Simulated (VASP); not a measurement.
# Zr: relaxation of shape and atoms at fixed volume with LDA

Crystal: Zr.

```
CELL_PARAMETERS angstrom
5.01647 0.00000 0.00000
-2.50824 4.34439 0.00000
0.00000 0.00000 3.14921
ATOMIC_POSITIONS crystal
Zr 0.66667 0.33333 0.50000
Zr 0.33333 0.66667 0.50000
Zr 0.00000 0.00000 0.00000
```

The cell was built by a generator and needn't be a form met in nature.

The cell isn't the ideal one: a relaxed cell with its volume scaled by 1.06.

| Property | Result |
| --- | --- |
| Program | VASP 6.6.1 |
| Task | relaxation of shape and atoms at fixed volume |
| Functional | LDA |
| Potentials or basis | VASP PAW LDA potentials, release 64 (Zr_sv) |
| Cutoff | 600 eV |
| k mesh | 9 × 9 × 12 |
| Occupations | methfessel-paxton, width 0.1 eV |
| Spin | no spin polarisation |
| Further INCAR settings | ALGO = Fast; EDIFF = 1e-07; IBRION = 2; EDIFFG = -0.01; NSW = 40; ISIF = 4 |

- Pressure after relaxing: -5.7 GPa
- Band gap on the k mesh: none (metal or under the smearing width)

Final structure:
```
Zr
1.0
     5.01647    0.00000    0.00000
    -2.50824    4.34439    0.00000
     0.00000    0.00000    3.14921
Zr
3
Direct
  0.66667 0.33333 0.50000
  0.33333 0.66667 0.50000
  0.00000 0.00000 0.00000
```

Levels at points of the mesh, in eV from the Fermi level:
```
           k point  band 14  band 15  band 16  band 17  band 18  band 19  band 20  band 21  band 22
(0.00, 0.00, 0.00)    -2.41    -0.49    -0.49    -0.42    -0.42    -0.18     0.83     1.60     1.60
(0.00, 0.00, 0.50)    -2.52    -2.15    -1.89    -1.89    -1.36     1.21     1.21     1.63     1.63
```

It took 2.5 min on 1 thread of AMD EPYC 9R45 96-Core Processor (Zen 5), with other jobs on the host, peak memory 0.22 GiB.

Caveat: the relaxation stopped at its first step, so nothing moved.
